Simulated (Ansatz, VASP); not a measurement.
## W: VASP beside Ansatz

File INCAR:

```
SYSTEM = W
PREC = Accurate
ENCUT = 520
EDIFF = 1E-6
ISMEAR = 0
SIGMA = 0.15
LREAL = .FALSE.
LASPH = .TRUE.
NELM = 100
ALGO = Normal
ISIF = 2
LWAVE = .FALSE.
LCHARG = .FALSE.
GGA = PS
NBANDS = 13
```

Contents of KPOINTS:

```
Automatic mesh
0
G
  20 20 20
  0 0 0
```

File POSCAR:

```
W
1.0
    0.0000000000      1.9691000000      1.9995500000
    1.9691000000      0.0000000000      1.9995500000
    1.9691000000      1.9691000000      0.0000000000
W
1
Direct
    0.0000000000      0.0000000000      0.0000000000
```

Input for Ansatz:

```yaml
crystal:
  lattice:
    - [0.0, 1.9691, 1.99955]
    - [1.9691, 0.0, 1.99955]
    - [1.9691, 1.9691, 0.0]
  atoms:
    - { symbol: W, position: [0.0, 0.0, 0.0] }
basis:
  ecutwfc: 420
kpoints:
  mp_grid: { grid: [20, 20, 20] }
hamiltonian:
  xc: pbesol
scf:
  occupations: { method: gaussian, width: 0.15 }
output:
  forces: true
  stress: true
  eigenvalues: true
  write_density: true
  write_potential: true
  elf: true
  volumetric_format: npy
```

Change from the starting cell: strain -0.030 along x and y, -0.015 along z, atoms carried along.

Alike in both runs: task single point; functional PBEsol; k mesh 20 × 20 × 20; occupations gaussian, width 0.15 eV; no spin polarisation.

|  | VASP | Ansatz |
| --- | --- | --- |
| version | VASP 6.6.1 | Ansatz 0.2.0 |
| potentials or method | VASP PAW PBE potentials, release 64 (W_sv) | scalar-relativistic, plane waves, PAW |
| plane-wave cutoff (eV) | 520 | 420 |
| valence electrons in the cell | 14 | 14 |

|  | VASP | Ansatz | Ansatz less VASP |
| --- | --- | --- | --- |
| gap on the k mesh at the Fermi level (eV) | none | none | - |
| pressure (GPa) | 10.3 | 9.4 | -0.85 |
| largest component of the traceless stress (GPa) | 3.37 | 3.32 | -0.054 |

A gap of «none» marks a metal or a gap that the smearing closes.

Caveats: the PAW data sets were made with another functional, which shifts forces and pressure a little (VASP). Spin-orbit coupling is left out, which matters for the levels of W.
